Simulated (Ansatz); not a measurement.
**Dielectric response of BaS (001) films**

How well do thin rocksalt BaS (001) films screen a perpendicular field?

Method: plane-wave DFT, PBE, Ansatz PAW (set soft_1); PAW set soft_1, in the first sound run; inputs show where later runs differ, in Ansatz 0.2.0.

**1. Starting point**

The cell holds 6 atoms: 3 Ba and 3 S. Cell: a = 4.518 Å, b = 4.518 Å, c = 24.390 Å, α = 90.0°, β = 90.0°, γ = 90.0°. It derives from BaS (rocksalt BaS). Vacuum lies along c.

**2. Relaxation, 6 atoms, units 3**

The structure is relaxed first, because levels and dipoles at a surface follow the positions of the outer atoms.

The input, input.yaml:

```yaml
crystal:
  lattice:
    - [4.51841233, 0.0, 0.0]
    - [0.0, 4.51841233, 0.0]
    - [0.0, 0.0, 24.39]
  atoms:
    - { symbol: Ba, position: [0.5, 0.5, 0.36900369] }
    - { symbol: S, position: [0.0, 0.0, 0.36900369] }
    - { symbol: Ba, position: [0.0, 0.0, 0.5] }
    - { symbol: S, position: [0.5, 0.5, 0.5] }
    - { symbol: Ba, position: [0.5, 0.5, 0.63099631] }
    - { symbol: S, position: [0.0, 0.0, 0.63099631] }
kpoints:
  mp_grid: { grid: [6, 6, 1] }
hamiltonian:
  xc: pbe
  pseudopotentials: { kind: paw, azcp: { folder: soft_1 } }
scf:
  occupations: { method: fixed }
  convergence: { dr2_threshold: 1.0e-09 }
efield:
  axis: 3
  dipole_correction: true
  ramp_position: 0.97
  ramp_width: 0.06
relax:
  f_tol: 0.003
  max_steps: 100
output:
  write_potential: true
  write_density: true
  volumetric_format: npy
```

Started as:

```
ansatz run input.yaml --threads 4 --pin off --max-ram 8192MiB --backend cpu --events-out ev --progress --plain --runs-dir out
```

Numbers of over 12 decimals in the logs are rounded to 6 here.

Log:

```text
Engine: ansatz 0.2.0, aarch64-unknown-linux-gnu
Pseudopotentials: kind: paw
Pseudopotential: Ba, paw, valence charge 10, recommended cutoff 420 eV (normal), soft_1/Ba.paw.azcp
Pseudopotential: S, paw, valence charge 6, recommended cutoff 420 eV (normal), soft_1/S.paw.azcp
Functional definition: PBE
  parameter kappa = 0.804
  parameter beta = 0.066725
  exchange = pbe_x(kappa = kappa, mu = beta*pi^2/3)
  correlation = pbe_c(beta = beta)
Crystal: 6 atoms, lattice volume = 497.947 Å³
Basis set: ecut = 420 eV, 9769 PW (Γ), exchange–correlation on 64×64×360 points (8 copies of the dense FFT grid, shifted against one another)
Bands: 30, of which v1, the nominal top of the filled ones, is band 24 counted from 1 (23 counted from 0)
Symmetry: 8 space group operations
k-points: 10 of 36
Non-local potential: Ba, projectors of the file, l = 0: 3, l = 1: 2, l = 2: 2, l = 3: 2
Non-local potential: S, projectors of the file, l = 0: 2, l = 1: 2, l = 2: 1
PAW form: soft (Blöchl's): semilocal exchange-correlation on the pseudo side does not see the compensation charge
PAW one-centre angular grid: Ba, 194 points (default); XC on 64 Gauss nodes
PAW one-centre angular grid: S, 110 points (default); XC on 64 Gauss nodes
Initial density: superposition of atomic densities (neutral atoms: chi_scale 0, normalization atom)
Initial wavefunctions: pseudopotential atomic-orbital guess
Functional: x = pbe(κ = 0.804, μ = 0.219515), c = pbe(β = 0.066725)
SCF iter   1: F=—  HF=-20569.833290 eV  |F-HF|=—  |Δ(HF+E_count)|=         —  Δρ=2.29e-2  dr2=8.61e0  ethr=3.10e-3  p=0.000 e·Å  D=1.91e-14 V/Å  ΔV_dip=-0.00 eV  dr2_dipole=1.16e-11  V_vac-E_F(+/−)=8.99/8.99 eV  ⟨swp⟩=7.8  Hψ=1439  notcnv=0  defer=32
efield: sawtooth ramp at fractional position 0.9700 (set: `efield.ramp_position`, or a place that a band, a saddle search or an elastic batch's reference lends), width 0.0600; the density the first Hamiltonian is built on has a dipole p = 0.000 e·Å; the dipole correction subtracts the counter field D = 1.91e-14 V/Å, which shifts the + side's vacuum level by -0.00 eV against the − side's; the planar-averaged density in the ramp window peaks in size at 2.3e-8 e/Å³
preconditioner: auto → Resta (q_TF=auto, 1.847 Å⁻¹)  ε∞=1.9  [insulator: Δε(μ)=3.026 eV  Ē_g=11.542 eV  n_scr=50 (ndim 8)  ℏωp=10.8 eV  f_vac=0.509  ε∞_Penn≈1.9  vacuum switching on, ρ_ref=9.7e-3 e/Å³]
SCF iter   2: F=—  HF=-20567.293108 eV  |F-HF|=—  |Δ(HF+E_count)|=    2.54e0  Δρ=9.03e-3  dr2=5.81e-1  ethr=3.10e-3  p=0.000 e·Å  D=3.23e-7 V/Å  ΔV_dip=-0.00 eV  dr2_dipole=1.56e-11  V_vac-E_F(+/−)=5.63/5.63 eV  ⟨swp⟩=4.1  Hψ=754  notcnv=0  defer=35
density mixer auto → msr1: gapped (density of states about μ 0.04 of a free-electron gas's, 50 screened modes)
SCF iter   3: F=—  HF=-20567.254959 eV  |F-HF|=—  |Δ(HF+E_count)|=   3.81e-2  Δρ=4.38e-3  dr2=1.57e-1  ethr=1.21e-3  p=0.000 e·Å  D=1.09e-6 V/Å  ΔV_dip=-0.00 eV  dr2_dipole=4.22e-12  V_vac-E_F(+/−)=4.94/4.94 eV  ⟨swp⟩=2.1  Hψ=327  notcnv=0  defer=38
SCF iter   4: F=—  HF=-20567.278923 eV  |F-HF|=—  |Δ(HF+E_count)|=   2.40e-2  Δρ=6.82e-4  dr2=3.10e-3  ethr=3.27e-4  p=-0.000 e·Å  D=-1.74e-6 V/Å  ΔV_dip=0.00 eV  dr2_dipole=3.41e-11  V_vac-E_F(+/−)=4.18/4.18 eV  ⟨swp⟩=3.3  Hψ=453  notcnv=0  defer=38
SCF iter   5: F=—  HF=-20567.279869 eV  |F-HF|=—  |Δ(HF+E_count)|=   9.46e-4  Δρ=2.72e-4  dr2=5.12e-4  ethr=6.46e-6  p=-0.000 e·Å  D=-2.96e-6 V/Å  ΔV_dip=0.00 eV  dr2_dipole=2.08e-10  V_vac-E_F(+/−)=4.15/4.15 eV  ⟨swp⟩=3.9  Hψ=562  notcnv=0  defer=40
SCF iter   6: F=—  HF=-20567.280108 eV  |F-HF|=—  |Δ(HF+E_count)|=   2.39e-4  Δρ=7.20e-5  dr2=6.74e-5  ethr=1.07e-6  p=0.000 e·Å  D=3.03e-6 V/Å  ΔV_dip=-0.00 eV  dr2_dipole=2.96e-10  V_vac-E_F(+/−)=4.17/4.17 eV  ⟨swp⟩=2.3  Hψ=447  notcnv=0  defer=40
SCF iter   7: F=—  HF=-20567.280124 eV  |F-HF|=—  |Δ(HF+E_count)|=   1.64e-5  Δρ=2.70e-5  dr2=6.26e-6  ethr=1.40e-7  p=-0.000 e·Å  D=-1.28e-6 V/Å  ΔV_dip=0.00 eV  dr2_dipole=8.66e-11  V_vac-E_F(+/−)=4.17/4.17 eV  ⟨swp⟩=2.6  Hψ=510  notcnv=0  defer=36
SCF iter   8: F=—  HF=-20567.280125 eV  |F-HF|=—  |Δ(HF+E_count)|=   4.69e-7  Δρ=6.80e-6  dr2=3.62e-7  ethr=1.30e-8  p=0.000 e·Å  D=1.06e-6 V/Å  ΔV_dip=-0.00 eV  dr2_dipole=3.01e-11  V_vac-E_F(+/−)=4.17/4.17 eV  ⟨swp⟩=2.0  Hψ=488  notcnv=0  defer=34
SCF iter   9: F=—  HF=-20567.280292 eV  |F-HF|=—  |Δ(HF+E_count)|=   1.67e-4  Δρ=2.55e-6  dr2=5.12e-8  ethr=7.54e-10  p=-0.000 e·Å  D=-6.52e-7 V/Å  ΔV_dip=0.00 eV  dr2_dipole=2.20e-11  V_vac-E_F(+/−)=4.17/4.17 eV  ⟨swp⟩=2.0  Hψ=505  notcnv=0  defer=31
SCF iter  10: F=—  HF=-20567.280292 eV  |F-HF|=—  |Δ(HF+E_count)|=   5.97e-8  Δρ=4.10e-7  dr2=1.50e-9  ethr=1.07e-10  p=0.000 e·Å  D=2.22e-6 V/Å  ΔV_dip=-0.00 eV  dr2_dipole=1.66e-10  V_vac-E_F(+/−)=4.17/4.17 eV  ⟨swp⟩=2.0  Hψ=492  notcnv=0  defer=31
SCF iter  11: F=-20567.280292 eV  HF=-20567.280292 eV  |F-HF|=9.46e-10  |Δ(HF+E_count)|=   1.39e-9  Δρ=1.52e-7  dr2=7.51e-10  ethr=2.08e-12  p=-0.000 e·Å  D=-2.87e-6 V/Å  ΔV_dip=0.00 eV  dr2_dipole=3.28e-10  V_vac-E_F(+/−)=4.17/4.17 eV  ⟨swp⟩=8.5  Hψ=1829  notcnv=0
SCF 1 converged in 11 iterations: F = -20567.280292 eV  dr2 = 7.51e-10
  greatest PAW one-centre occupation: 0.956 electrons in one spin orbital (limit 2), on the Ba atom at site 2 (counted from 0), in its partial waves of l = 0
relax step   1: F+E_penalty+E_count = -20567.28029169 eV  Δ(F+E_penalty+E_count) = +0.000e0 eV  max|allowed force component| = 1.072e-1 eV/Å  Δτ_max = 0.0000 Å  (11 SCF iters, accepted)
Initial density: handed on by an earlier stage of this run
Initial wavefunctions: those handed on with the density
iter 1 solved again at ethr=1.48e-5 eV; its pass at ethr=3.10e-3 eV (dr2=7.09e-3 eV) is discarded
SCF iter   1: F=—  HF=-20567.281224 eV  |F-HF|=—  |Δ(HF+E_count)|=         —  Δρ=8.95e-4  dr2=7.67e-3  ethr=1.48e-5  p=-0.000 e·Å  D=-2.87e-6 V/Å  ΔV_dip=0.00 eV  dr2_dipole=1.54e-9  V_vac-E_F(+/−)=4.18/4.18 eV  ⟨swp⟩=3.2  Hψ=1179  notcnv=0  defer=40
efield: sawtooth ramp at fractional position 0.9700 (set: `efield.ramp_position`, or a place that a band, a saddle search or an elastic batch's reference lends), width 0.0600; the density the first Hamiltonian is built on has a dipole p = -0.000 e·Å; the dipole correction subtracts the counter field D = -2.87e-6 V/Å, which shifts the + side's vacuum level by +0.00 eV against the − side's; the planar-averaged density in the ramp window peaks in size at 2.7e-8 e/Å³
[...]
SCF iter   2: F=—  HF=-20567.284425 eV  |F-HF|=—  |Δ(HF+E_count)|=   2.11e-4  Δρ=1.50e-4  dr2=1.79e-4  ethr=2.25e-6  p=0.000 e·Å  D=1.02e-7 V/Å  ΔV_dip=-0.00 eV  dr2_dipole=4.09e-11  V_vac-E_F(+/−)=4.24/4.24 eV  ⟨swp⟩=2.5  Hψ=480  notcnv=0  defer=40  κ⁻¹=1.0e0(r=1)
density mixer auto → broyden: gapped, where msr1 would fit the directions that read negative (density of states about μ 0.04 of a free-electron gas's, 50 screened modes)
SCF iter   3: F=—  HF=-20567.284409 eV  |F-HF|=—  |Δ(HF+E_count)|=   1.61e-5  Δρ=6.75e-5  dr2=3.92e-5  ethr=3.74e-7  p=0.000 e·Å  D=1.62e-6 V/Å  ΔV_dip=-0.00 eV  dr2_dipole=2.54e-11  V_vac-E_F(+/−)=4.23/4.23 eV  ⟨swp⟩=2.5  Hψ=504  notcnv=0  defer=39  κ⁻¹=1.0e-1(r=2)
SCF iter   4: F=—  HF=-20567.284411 eV  |F-HF|=—  |Δ(HF+E_count)|=   2.07e-6  Δρ=2.09e-5  dr2=2.22e-6  ethr=8.18e-8  p=0.000 e·Å  D=2.67e-7 V/Å  ΔV_dip=-0.00 eV  dr2_dipole=8.27e-12  V_vac-E_F(+/−)=4.22/4.22 eV  ⟨swp⟩=2.0  Hψ=372  notcnv=0  defer=32  κ⁻¹=3.2e-3(r=3)
SCF iter   5: F=—  HF=-20567.284575 eV  |F-HF|=—  |Δ(HF+E_count)|=   1.64e-4  Δρ=5.08e-6  dr2=1.31e-7  ethr=4.62e-9  p=0.000 e·Å  D=1.21e-6 V/Å  ΔV_dip=-0.00 eV  dr2_dipole=7.68e-12  V_vac-E_F(+/−)=4.22/4.22 eV  ⟨swp⟩=2.2  Hψ=473  notcnv=0  defer=22  κ⁻¹=6.3e-4(r=4)
SCF iter   6: F=—  HF=-20567.284575 eV  |F-HF|=—  |Δ(HF+E_count)|=   1.13e-7  Δρ=1.70e-6  dr2=1.27e-8  ethr=2.74e-10  p=0.000 e·Å  D=5.78e-7 V/Å  ΔV_dip=-0.00 eV  dr2_dipole=9.35e-13  V_vac-E_F(+/−)=4.22/4.22 eV  ⟨swp⟩=2.0  Hψ=459  notcnv=0  defer=22  κ⁻¹=2.0e-5(r=5)
SCF iter   7: F=-20567.284575 eV  HF=-20567.284575 eV  |F-HF|=1.41e-9  |Δ(HF+E_count)|=   1.66e-8  Δρ=4.05e-7  dr2=9.89e-10  ethr=2.08e-12  p=0.000 e·Å  D=9.00e-7 V/Å  ΔV_dip=-0.00 eV  dr2_dipole=3.07e-12  V_vac-E_F(+/−)=4.22/4.22 eV  ⟨swp⟩=6.3  Hψ=1945  notcnv=0
SCF 3 converged in 7 iterations: F = -20567.284575 eV  dr2 = 9.89e-10
relax step   3: F+E_penalty+E_count = -20567.28457494 eV  Δ(F+E_penalty+E_count) = -1.613e-3 eV  max|allowed force component| = 4.746e-3 eV/Å  Δτ_max = 0.0170 Å  (7 SCF iters, accepted)
SCF iter   1: F=—  HF=-20567.284428 eV  |F-HF|=—  |Δ(HF+E_count)|=         —  Δρ=3.37e-5  dr2=3.53e-5  ethr=2.33e-7  p=0.000 e·Å  D=9.00e-7 V/Å  ΔV_dip=-0.00 eV  dr2_dipole=3.26e-11  V_vac-E_F(+/−)=4.22/4.22 eV  ⟨swp⟩=2.6  Hψ=593  notcnv=0  defer=40
efield: sawtooth ramp at fractional position 0.9700 (set: `efield.ramp_position`, or a place that a band, a saddle search or an elastic batch's reference lends), width 0.0600; the density the first Hamiltonian is built on has a dipole p = 0.000 e·Å; the dipole correction subtracts the counter field D = 9.00e-7 V/Å, which shifts the + side's vacuum level by -0.00 eV against the − side's; the planar-averaged density in the ramp window peaks in size at 7.5e-8 e/Å³
preconditioner: auto → Resta (q_TF=auto, 1.847 Å⁻¹)  ε∞=2.0  [insulator: Δε(μ)=2.199 eV  Ē_g=10.707 eV  n_scr=50 (ndim 8)  ℏωp=10.8 eV  f_vac=0.567  ε∞_Penn≈2.0  vacuum switching on, ρ_ref=8.3e-3 e/Å³]
SCF iter   2: F=—  HF=-20567.284421 eV  |F-HF|=—  |Δ(HF+E_count)|=   6.85e-6  Δρ=1.44e-5  dr2=1.78e-6  ethr=7.35e-8  p=-0.000 e·Å  D=-3.70e-7 V/Å  ΔV_dip=0.00 eV  dr2_dipole=4.33e-12  V_vac-E_F(+/−)=4.22/4.22 eV  ⟨swp⟩=2.0  Hψ=455  notcnv=0  defer=23  κ⁻¹=1.0e0(r=1)
density mixer auto → broyden: gapped, where msr1 would fit the directions that read negative (density of states about μ 0.04 of a free-electron gas's, 50 screened modes)
SCF iter   3: F=—  HF=-20567.284584 eV  |F-HF|=—  |Δ(HF+E_count)|=   1.63e-4  Δρ=7.51e-6  dr2=2.86e-7  ethr=3.70e-9  p=0.000 e·Å  D=1.63e-8 V/Å  ΔV_dip=-0.00 eV  dr2_dipole=5.05e-13  V_vac-E_F(+/−)=4.22/4.22 eV  ⟨swp⟩=2.0  Hψ=487  notcnv=0  defer=17  κ⁻¹=8.1e-3(r=2)
SCF iter   4: F=—  HF=-20567.284584 eV  |F-HF|=—  |Δ(HF+E_count)|=   6.74e-9  Δρ=1.65e-6  dr2=1.96e-8  ethr=5.95e-10  p=-0.000 e·Å  D=-2.22e-7 V/Å  ΔV_dip=0.00 eV  dr2_dipole=2.34e-13  V_vac-E_F(+/−)=4.22/4.22 eV  ⟨swp⟩=2.1  Hψ=491  notcnv=0  defer=17  κ⁻¹=1.6e-3(r=3)
SCF iter   5: F=—  HF=-20567.284584 eV  |F-HF|=—  |Δ(HF+E_count)|=   4.25e-9  Δρ=5.69e-7  dr2=1.72e-9  ethr=4.08e-11  p=-0.000 e·Å  D=-1.17e-7 V/Å  ΔV_dip=0.00 eV  dr2_dipole=3.04e-14  V_vac-E_F(+/−)=4.22/4.22 eV  ⟨swp⟩=2.6  Hψ=438  notcnv=0  defer=17  κ⁻¹=3.8e-5(r=4)
SCF iter   6: F=-20567.284584 eV  HF=-20567.284584 eV  |F-HF|=4.37e-11  |Δ(HF+E_count)|=  9.82e-10  Δρ=1.18e-7  dr2=1.01e-10  ethr=2.08e-12  p=-0.000 e·Å  D=-1.80e-7 V/Å  ΔV_dip=0.00 eV  dr2_dipole=2.20e-13  V_vac-E_F(+/−)=4.22/4.22 eV  ⟨swp⟩=7.9  Hψ=1771  notcnv=0
SCF 4 converged in 6 iterations: F = -20567.284584 eV  dr2 = 1.01e-10
relax step   4: F+E_penalty+E_count = -20567.28458352 eV  Δ(F+E_penalty+E_count) = -8.582e-6 eV  max|allowed force component| = 4.521e-4 eV/Å  Δτ_max = 0.0016 Å  (6 SCF iters, accepted)
NSCF: frozen V_eff on 10 k-points
the band table was solved once a step of the walk had ended and its energy, with any forces and stress, was formed, with the checks that follow a solve (2091 applications of the Hamiltonian). They found nothing against the state; the energy, forces and stress were not computed again (output.eigenvalues in the input reference)
SCF converged after 6 iterations
Stability not checked: this state was not tested for a lower state beside it, because the mixer in use, unlike msr1, does not test its closes by its own steps (another_mixer; see scf.mixing.algorithm and scf.lower_state_search)
Free energy (F): -20567.284584 eV
Harris-Foulkes:  -20567.284584 eV  (|F-HF|=4.37e-11)
Internal energy: -20567.284584 eV  (E = F + TS)
E sigma→0 (E₀):  -20567.284584 eV
Fermi energy:    -0.210736 eV
Dipole field:    D = -0.000001 V/Å  (p = -0.000002 e·Å, saw-weighted, corrected)
Work function:   Φ+ = 4.2197 eV   Φ− = 4.2197 eV
Levels:          The Fermi level and band energies are counted from a zero that moves with the ramp; work functions are not
--- Per-component energies (eV) ---
  E_band       = -449.982735
  E_kinetic    = 794.116375
  E_local      = -17569.764482  (includes V_loc(G=0)·N_el)
  E_nonlocal   = 382.125493
  E_hartree    = 8366.138517
  E_xc         = -862.740828
  E_vxc        = -634.075275  (∫ρ·V_xc dr)
  E_paw        = -17411.423935  (= ΣΔE_a)
  E_vpaw       = -154.662669  (= ΣTr[D̂ρ^β])
  E_aug_tail   = -0.000006  (compensation charges beyond the density's cutoff)
  E_efield     = 0.000000  (sawtooth field / dipole correction)
  E_vefield    = -0.000000  (∫n·V_field dr)
  E_ewald      = 5734.264283
  E_smearing   = -0.000000  (= −TS)
  E_closure    = -0.000000  (closes the sum)
  Σ components = -20567.284584   (vs F -20567.284584, Δ=0.00e0)
--- Forces (eV/Å), atoms counted from 1 ---
  atom   1  Ba     0.00000000     0.00000000     0.00015552
  atom   2  S     -0.00000000     0.00000000     0.00044940
  atom   3  Ba    -0.00000000     0.00000000     0.00000269
  atom   4  S     -0.00000000     0.00000000    -0.00000227
  atom   5  Ba     0.00000000     0.00000000    -0.00015333
  atom   6  S     -0.00000000     0.00000000    -0.00045216
  max |Σ_I F_I| component: 1.47e-7 eV/Å
--- Band table (eV; the first three rows and the last of 10) ---
  k-point 0: bands = [... 20 lower, -0.2679, -0.2679, -0.2107, -0.2107, 1.9900, 2.5179, 2.6843, 3.0993, ... 2 higher]
  k-point 1: bands = [... 20 lower, -0.6960, -0.5350, -0.5005, -0.4849, 2.5222, 2.9225, 2.9947, 3.2841, ... 2 higher]
  k-point 2: bands = [... 20 lower, -0.9767, -0.9726, -0.9311, -0.5824, 3.4437, 3.6552, 3.8040, 3.9757, ... 2 higher]
  k-point 9: bands = [... 20 lower, -0.5645, -0.4304, -0.4304, -0.2653, 2.3102, 2.3102, 3.5833, 3.5833, ... 2 higher]
--- Relaxed structure (4 steps of the walk, 4 accepted, 0 SCFs on fresh bases) ---
  F+E_penalty+E_count = -20567.28458352 eV   max|allowed force component| = 4.521e-4 eV/Å
  atoms:
    - { symbol: Ba, position: [0.5, 0.5, 0.370565] }
    - { symbol: S, position: [0, 0.0, 0.369939] }
    - { symbol: Ba, position: [0, 0.0, 0.500000] }
    - { symbol: S, position: [0.5, 0.5, 0.500000] }
    - { symbol: Ba, position: [0.5, 0.5, 0.629435] }
    - { symbol: S, position: [0, 0.0, 0.630061] }
```

The job ended after 13 s (4 threads of Arm Neoverse V1, shared host; peak memory 0.76 GiB; 50 s of CPU time).

Relaxation path:

```tsv
step	energy less that of the first step (eV)	largest force component (eV/Å)
1	0.0000	0.1072
2	-0.0027	0.0805
3	-0.0043	0.0047
4	-0.0043	0.0005
```

The run keeps the 8 symmetry operations that it works with, so distortions that break them were not tested.

The atoms that moved most (Å):

```tsv
atom	dx	dy	dz	length
Ba5	0.000	0.000	-0.038	0.038
Ba1	0.000	0.000	0.038	0.038
S2	0.000	0.000	0.023	0.023
S6	0.000	0.000	-0.023	0.023
```

Final coordinates:

```xyz
6
Lattice="4.5184 0.0000 0.0000 0.0000 4.5184 0.0000 0.0000 0.0000 24.3900" Properties=species:S:1:pos:R:3
Ba    2.2592    2.2592    9.0381
S     0.0000    0.0000    9.0228
Ba    0.0000    0.0000   12.1950
S     2.2592    2.2592   12.1950
Ba    2.2592    2.2592   15.3519
S     0.0000    0.0000   15.3672
```

Numbers from this step:

```yaml
gap_on_the_k_mesh: 2.201 eV
dipole_along_the_normal: -1.60e-6 e·Å
ionisation_energy_upper_face: 4.220 eV
electron_affinity_upper_face: 2.019 eV
```

Running mean over 3.195 Å of the planar mean; the ramp of the sawtooth is left out. Table of electron's electrostatic potential energy less the highest filled level by z:

z (Å), electron's electrostatic potential energy less the highest filled level (eV) and a bar from the least value:
```
      3.0       4.22 ##############################
      3.5       4.22 ##############################
      4.0       4.22 ##############################
      4.5       4.22 ##############################
      5.0       4.21 ##############################
      5.5       4.18 ##############################
      6.0       4.10 #############################
      6.5       3.79 ############################
      7.0       2.62 #######################
      7.5       0.48 ##############
      8.0      -1.49 #####
      8.5      -2.33 ##
      9.0      -2.53 #
      9.5      -2.58 #
     10.0      -2.64 
     10.5      -2.70 
     11.0      -2.69 
     11.5      -2.62 
     12.0      -2.59 
     12.5      -2.59 
     13.0      -2.63 
     13.5      -2.70 
     14.0      -2.70 
     14.5      -2.62 
     15.0      -2.57 #
     15.5      -2.51 #
     16.0      -2.23 ##
     16.5      -1.14 #######
     17.0       0.98 ################
     17.5       2.99 #########################
     18.0       3.90 #############################
     18.5       4.13 ##############################
     19.0       4.19 ##############################
     19.5       4.21 ##############################
     20.0       4.22 ##############################
     20.5       4.22 ##############################
     21.0       4.22 ##############################
```

The relaxation took 4 steps and lowered the energy by 0.0043 eV; the largest force on the free atoms ends at 4.5e-4 eV/Å.

The gap is 2.20 eV, with the valence edge 4.22 eV and the conduction edge 2.02 eV under the upper vacuum level.

(Part 1 of 5 ends here.)

[Logs are printed without paths, hosts, clocks, repeated set-up lines and the standing remarks that a program may print on its own settings, such as how far it seeks lower states.]

[Hosts, paths, dates, database ids (printed as entryN), source tags and the programs' standing remarks are cut or masked in the printed files.]

[Maps of the electrostatic potential energy from Ansatz leave out the sawtooth potential of an applied field or a dipole correction, so their vacuum need not be flat; planar profiles and work functions include it.]
